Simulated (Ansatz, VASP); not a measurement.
Al3Cu in VASP and in Ansatz

```
CELL_PARAMETERS angstrom
3.92415 0.00000 0.00000
0.00000 3.92415 0.00000
0.00000 0.00000 3.92415
ATOMIC_POSITIONS crystal
Al 0.00000 0.50000 0.50000
Al 0.50000 0.00000 0.50000
Al 0.50000 0.50000 0.00000
Cu 0.00000 0.00000 0.00000
```

The cell comes from a database or a generator and needn't be the stable form of this composition.

Alike in both runs: task single point; functional LDA; k mesh 7 × 7 × 7; occupations fermi-dirac, width 0.05 eV; no spin polarisation.

|  | VASP | Ansatz |
| --- | --- | --- |
| version | VASP 6.6.1 | Ansatz 0.2.0 |
| potentials or method | VASP PAW LDA potentials, release 64 (Al, Cu) | plane waves, PAW |
| plane-wave cutoff (eV) | 520 | 420 |
| valence electrons in the cell | 20 | 28 |

```tsv
	VASP	Ansatz	Ansatz less VASP
pressure (GPa)	-5.0	-5.3	-0.22
```

The two sets of potentials don't hold the same shells in valence.
